A mesh with $n$ divisions along each edge of the Brillouin zone holds $n^3$ points, so each point stands for a fraction $1/n^3$ of every band. In a cubic crystal, symmetry ties these points into groups of equivalent ones, called stars, which fill or empty together. A metal on a mesh therefore changes its occupations in lumps of a whole star. The lumps shrink as $1/n^3$, but whether a given mesh counts too many or too few states below the true Fermi level depends on where its points happen to fall. Because the number of electrons is fixed, the mesh then shifts its own Fermi level to make the count right. The size of the error has a trend, while its sign has none.

GPAW 26.7.0 calculations of cubic TiCo (fixed 2-atom cell, a = 2.986 Å) with PBE, PAW data sets (gpaw-data 1.2.1), a 600 eV plane-wave cutoff and collinear spins from a ferromagnetic start. Fermi-Dirac smearing is 0.05 eV wide, and energies are extrapolated to zero smearing. The sweep value is the k-point spacing in 1/Å, with the factor 2π included.

```
sweep value  energy less tightest (meV/atom)  pressure (GPa)  largest force (eV/Å)  cell moment (μB)  scf iterations
       1.25                            465.0           4.626                 0.000             1.750              15
     0.8333                            -32.4          -4.197                 0.000             0.648              14
      0.625                            -24.9          -1.559                 0.000             0.782              17
        0.5                             -7.3          -0.241                 0.000             0.904              13
     0.4032                              6.3          -2.287                 0.000             0.405              21
     0.3333                             -9.0          -0.799                 0.000             0.835              15
     0.2778                              2.6          -0.051                 0.000             0.920              15
     0.2273                             -3.7          -0.604                 0.000             0.869              13
     0.1852                              0.0          -0.730                 0.000             0.864              16
```

The table follows ordered cubic TiCo, a metal in these PBE calculations, at a fixed cell. The sweep value is the largest allowed spacing between k-points, and from top to bottom it gives $n$ = 2, 3, 4, 5, 6, 7, 8, 10 and 12. The column "energy less tightest" is the energy relative to the last of these meshes. A positive pressure means that the cell would like to expand.

The coarsest mesh has only eight points, and symmetry leaves even fewer that are distinct. Its energy lies 465 meV/atom above the reference and its cell moment is about twice that of the finest mesh. This is a sampling failure and should not be read as a high-moment phase of the compound. The next mesh already lands 32 meV/atom below the reference. A lower energy is thus no sign of a better mesh, because adding k-points does not obey a variational principle as adding plane waves does.

From $n=5$ on, every energy lies within 10 meV/atom of the reference, but the approach is a swing. From $n=6$ on, each step reverses the one before. The largest of these steps, from $n=6$ to $n=7$, is 15.3 meV/atom, so two meshes that both pass a 10 meV/atom test can disagree by more than 10. The last three meshes are all even and the energy still turns between them, so an odd-even rule alone doesn't describe the pattern.

The physical reason is the Fermi surface, the sharp boundary between filled and empty states. The exact energy is an integral over the filled region, and a mesh replaces that region by a count of points. Smearing softens the boundary, but here its width is only 0.05 eV. Bands of d character commonly change by more than that from one mesh point to the next, so occupations can still jump sharply between neighbouring points, even though a star close to the boundary is only partly filled. An insulator would behave differently: its bands are either full or empty at every point, the integrand is smooth, and the energy usually settles quickly on a modest mesh.

The same counting shows how grainy the magnetic moment can be. Stars of 24 points are common on the meshes from $n=5$ on. If one band on such a star passes from spin down to spin up, $24/n^3$ of an electron changes sides, and each electron that does so changes the moment by 2 $\mu_\mathrm{B}$:

$$\Delta M = \frac{2\times 24}{n^3}\,\mu_\mathrm{B}, \qquad n=6:\ \Delta M = \frac{48}{216}\,\mu_\mathrm{B} \approx 0.22\ \mu_\mathrm{B}.$$

This is a scale for the error with no adjusted constant. It can't predict the moment on a given mesh, since stars of other sizes occur and smearing allows partial transfers.

Held against the table, the scale is a loose ceiling in most rows, not a measure of each error. At $n$ = 5, 7, 8 and 10 the cell moment differs from its value at $n=12$ by less than one such lump. The row at $n=6$ is the exception: its moment of 0.405 $\mu_\mathrm{B}$ is 0.46 $\mu_\mathrm{B}$ too low, or about two lumps. A few misplaced stars would be enough to produce it. It also took the most self-consistency cycles of all rows, which leaves open that the calculation settled into a different magnetic solution.

The energy gives no warning of this. At $n=6$ it is 6.3 meV/atom above the reference, an ordinary value for this part of the table. Theory explains why: states close to the Fermi level cost little energy to fill wrongly, yet each contributes fully to the moment. A weak moment carried by band electrons is therefore a harder test of the mesh than the total energy.

The pressure shows a link with the moment. It rises with the cell moment in every row except $n=3$, as the usual magnetovolume argument suggests. Separating the spins lifts electrons into higher band states, and a larger volume narrows the bands and lowers that cost. In its simplest form the argument makes the extra pressure proportional to the squared moment. Measured from the finest mesh, however, the proportionality factor is 1.4 GPa/$\mu_\mathrm{B}^2$ at $n=7$ and 6.8 at $n=8$.

One magnetic coefficient therefore can't account for the pressures. The row at $n=3$ makes the point more directly: its moment is larger than that at $n=6$, yet its pressure is 1.9 GPa lower. The likely remainder is the direct effect of the mesh, which misjudges how the band energies respond to volume just as it misjudges their sum. Calculations with the moment held fixed would separate the two effects.

For practical work, each quantity needs its own convergence test, and one good match is not enough. The pressure at $n=7$ agrees with the reference to 0.07 GPa, but the denser mesh at $n=8$ misses it by 0.68 GPa. The first value is a crossing on the way, and only agreement over several successive meshes counts as convergence. Forces are no help in this crystal, because site symmetry makes them zero on any mesh.

The same caution applies to the finest mesh. Its moment agrees with that at $n=10$ to 0.005 $\mu_\mathrm{B}$, but one 24-point star is still worth 0.03 $\mu_\mathrm{B}$ there, so the close agreement of a single pair is weak evidence. A tolerance of 10 meV/atom can be met with a spacing of 0.5 1/Å. For energy differences of a few meV/atom, or for a lattice constant taken from the pressure, the series should be carried beyond $n=12$.

Whether TiCo is magnetic at all is a separate matter. The compound is known as a paramagnet, PBE can exaggerate weak band magnetism, and every row began from a ferromagnetic guess. The open question is what happens when the starting point changes. Restarting $n=6$ from the density found at $n=7$ would test whether that mesh also has a solution with a larger moment, and a nonmagnetic run at $n=12$ would show whether the moment lowers the energy at all.
